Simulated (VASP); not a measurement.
WC (Qusongite):

```
CELL_PARAMETERS angstrom
2.90650 0.00000 0.00000
-1.45325 2.51710 0.00000
0.00000 0.00000 2.83660
ATOMIC_POSITIONS crystal
W 0.00000 0.00000 0.00000
C 0.66667 0.33333 0.50000
```

- Program: VASP 6.6.1
- Task: relaxation of cell and atoms
- Functional: PBE
- Potentials or basis: VASP PAW PBE potentials, release 54 (W_sv, C)
- Cutoff: 600 eV
- k mesh: 10 × 10 × 9
- Occupations: fermi-dirac, width 0.05 eV
- Spin: no spin polarisation

At the start: pressure 6.6 GPa; volume 10.38 Å³/atom.

Where does the relaxation end?

Over 6 steps the energy falls by 3.6 meV/atom and the volume is 10.55 Å³/atom (+1.7 %); space group P-6m2 (No. 187, to 0.05 Å).

The path:
```tsv
step	energy change (eV)	largest force (eV/Å)	pressure (GPa)	volume (Å³)
1	0.0000	0.0000	6.65	20.75
2	0.0426	0.0000	-15.78	22.07
3	-0.0071	0.0000	-0.13	21.11
4	-0.0071	0.0000	-0.02	21.10
5	-0.0071	0.0000	0.08	21.10
6	-0.0072	0.0000	0.05	21.10
```

Final structure:
```xyz
2
Lattice="2.9249 0.0000 0.0000 -1.4624 2.5330 0.0000 0.0000 0.0000 2.8483" Properties=species:S:1:pos:R:3 pbc="T T T"
W     0.0000    0.0000    0.0000
C     1.4624    0.8443    1.4241
```
